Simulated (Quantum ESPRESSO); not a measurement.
W in Quantum ESPRESSO: the effect of Hubbard term

Crystal: W.

```
W
1.0
    -1.58234    1.58234    1.58234
     1.58234   -1.58234    1.58234
     1.58234    1.58234   -1.58234
W
1
Direct
  0.00000 0.00000 0.00000
```

Alike in all runs:

| Item | Value |
| --- | --- |
| Program | Quantum ESPRESSO 7.5 |
| Task | Hubbard U by linear response |
| Functional | PBEsol |
| Potentials or basis | GBRV 1.5 PBEsol |
| Cutoff | 762 eV |
| Density cutoff | 6095 eV |
| k mesh | 10 × 10 × 10 |
| Occupations | cold, width 0.2 eV |
| Spin | no spin polarisation |
| Start of the occupations | default |
| Hubbard projectors | atomic |
| Mixing beta | 0.3 |
| Most SCF iterations | 120 |
| SCF threshold | 2e-10 Ry |
| q mesh | 2 × 2 × 2 |

```csv
Hubbard term,pressure (GPa)
W d U = 0.0001 eV,-2.6
W d U = 2.0 eV,-7.1
W d U = 4.0 eV,-11.3
W d U = 6.0 eV,?
W d U = 8.0 eV,-16.1
```

Question: What does the run with Hubbard term W d U = 6.0 eV give?

Answer: Pressure -15.1 GPa.

Worked out: A parabola through the other rows of the pressure, of slope -1.24 GPa per eV there, gives -14.1 GPa, against the run's -15.1.

Caveats: the computed U isn't converged in cell size; U without spin polarisation on a metal has little footing; the U is typed as a test and isn't derived for this compound.
